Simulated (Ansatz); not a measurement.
Crystal: I.

```
I
1.0
     2.53835   -3.70662    0.00000
     2.53835    3.70662    0.00000
    -1.62087    0.00000    2.38110
I
1
Cartesian
  1.7279 0.0000 1.1905
```

| Property | Result |
| --- | --- |
| Program | Ansatz 0.2.0 |
| Task | relaxation of cell and atoms |
| Functional | BLYP |
| Potentials or basis | all-electron LAPW, scalar-relativistic |
| Basis error allowed | 0.001 eV/atom |
| k mesh | 7 × 7 × 11 |
| Occupations | fermi-dirac, width 0.05 eV |
| Spin | no spin polarisation |

At the start: volume 44.81 Å³/atom.

Problem. How do energy, volume and symmetry change on relaxing?

Solution. Over 19 steps the energy falls by 129.2 meV/atom and the volume is 127.55 Å³/atom (+184.7 %); space group C2/m (No. 12, to 0.05 Å).

Step by step:
```tsv
step	energy change (eV)	largest force (eV/Å)	volume (Å³)
1	0.0000	0.0000	44.81
2	-0.0579	0.0000	50.21
3	-0.0737	0.0000	53.79
4	-0.0871	0.0000	57.35
5	-0.0959	0.0000	61.01
6	-0.1021	0.0000	65.02
7	-0.1069	0.0000	69.27
8	-0.1106	0.0000	73.65
9	-0.1138	0.0000	78.14
10	-0.1165	0.0000	82.82
11	-0.1189	0.0000	87.72
12	-0.1210	0.0000	92.73
13	-0.1229	0.0000	97.95
14	-0.1245	0.0000	103.39
15	-0.1260	0.0000	109.07
16	-0.1272	0.0000	114.98
17	-0.1283	0.0000	121.14
18	-0.1292	0.0000	127.55
19	-0.1292	0.0000	127.55
```

Final structure:
```yaml
crystal:
  lattice:
    - [3.47535, -6.73727, 0.55820]
    - [3.47535, 6.73727, 0.55820]
    - [-1.69558, 0.00000, 2.45135]
  atoms:
    - { symbol: I, position: [0.50000, 0.50000, 0.50000] }
```

Caveat: the volume moved by over 15 % at a fixed basis, so the end points are rough; an odd number of electrons without spin polarisation forces a metal; a magnetic or distorted state may lie lower.
